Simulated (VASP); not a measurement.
A run of VASP 6.6.1:

INCAR

```
SYSTEM = C
PREC = Accurate ; ENCUT = 600
EDIFF = 1E-7 ; ISMEAR = 0
SIGMA = 0.03 ; LREAL = .FALSE.
LASPH = .TRUE. ; NELM = 80
ALGO = Normal ; ISIF = 2
LWAVE = .FALSE. ; LCHARG = .FALSE.
GGA = PE ; IVDW = 12
IBRION = 2 ; NSW = 40
EDIFFG = -0.01
```

Contents of KPOINTS:

```
regular mesh
0
G
  14 14 14
  0 0 0
```

The input POSCAR:

```
C                                       
1.0
    0.0000000000      1.7902249996      1.7902249996
    1.7902249996      0.0000000000      1.7902249996
    1.7902249996      1.7902249996      0.0000000000
  C             
     2
Direct
     0.0000000000000000    0.0000000000000000    0.0000000000000000
     0.2500000000000000    0.2500000000000000    0.2500000000000000
```

Potentials or basis: VASP PAW PBE potentials, release 64 (C).

Command:

```bash
$ cat potpaw_PBE.64/C/POTCAR > POTCAR
$ mpirun -np 1 vasp_std > vasp.out
```

Hardware: 1 thread of Intel(R) Xeon(R) 6975P-C (Granite Rapids), on a shared host.

Q: How long does it take, and how much memory?

A: It took 4.2 s on 1 thread of Intel(R) Xeon(R) 6975P-C (Granite Rapids) (shared host), peak memory 0.13 GiB. Counts: scf iterations 12, k points 104, ion steps 1.
